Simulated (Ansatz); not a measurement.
Computed with Ansatz, DFT PBE+D3(BJ), scalar-relativistic, plane waves, PAW. All cells share a 420 eV cutoff and Γ-centred k meshes spaced at most about 0.3 Å⁻¹ (2π included). No spin polarisation.

Each guess is relaxed in cell and atoms at zero pressure, on a coarse mesh first where it starts far from rest and then on a converged one. The steps can't lower the symmetry of the start, but it can rise. Energies are static (0 K, no zero-point motion).

Two unrelaxed guesses for CdF2:

Guess 1.

```
CELL_PARAMETERS angstrom
1.51689 -2.62617 0.00000
1.51689 2.62617 0.00000
0.00000 0.00000 13.32060
ATOMIC_POSITIONS crystal
Cd 0.66229 0.99563 0.15541
Cd 0.99563 0.66229 0.65541
F 0.66384 0.01930 0.31082
F 0.68596 0.99717 0.00000
F 0.99717 0.68596 0.50000
F 0.01930 0.66384 0.81082
```

Guess 2.

```
CELL_PARAMETERS angstrom
1.52280 0.87919 4.80891
-1.52280 0.87919 4.80891
0.00000 -1.75838 4.80891
ATOMIC_POSITIONS crystal
Cd 0.00000 0.00000 0.00000
F 0.75362 0.75362 0.75362
F 0.24638 0.24638 0.24638
```

**Question.** Where do they end, and which end is lower?

**Answer.** Guess 2 ends lower, by 65 meV/atom. Guess 1: Cc at 17.7 Å³/atom → P6_3mc at 13.8 Å³/atom; Guess 2: R-3m at 12.9 Å³/atom → Fm-3m (fluorite type) at 13.5 Å³/atom. Counting F atoms around Cd (those within 1.25 times the shortest such distance or 1.15 times the sum of covalent radii; a plus sign parts nearer from farther groups), the end of guess 1 has Cd 6+1 and the end of guess 2 has Cd 8. End of guess 1. Conventional cell: a = 3.661 Å, c = 7.133 Å. Cd is surrounded by 6 F at 2.26–2.34 Å and 1 F at 2.56 Å; around F on its first site lie 3 Cd at 2.26 Å and 6 F at 2.76–2.77 Å; F on its second site is surrounded by 3 Cd at 2.34 Å, 1 Cd at 2.56 Å and 6 F at 2.76–2.77 Å. End of guess 2. Conventional cell: a = 5.446 Å. Cd has 8 F at 2.36 Å; F is surrounded by 4 Cd at 2.36 Å and 6 F at 2.72 Å.

Ends held by symmetry can be saddle points.
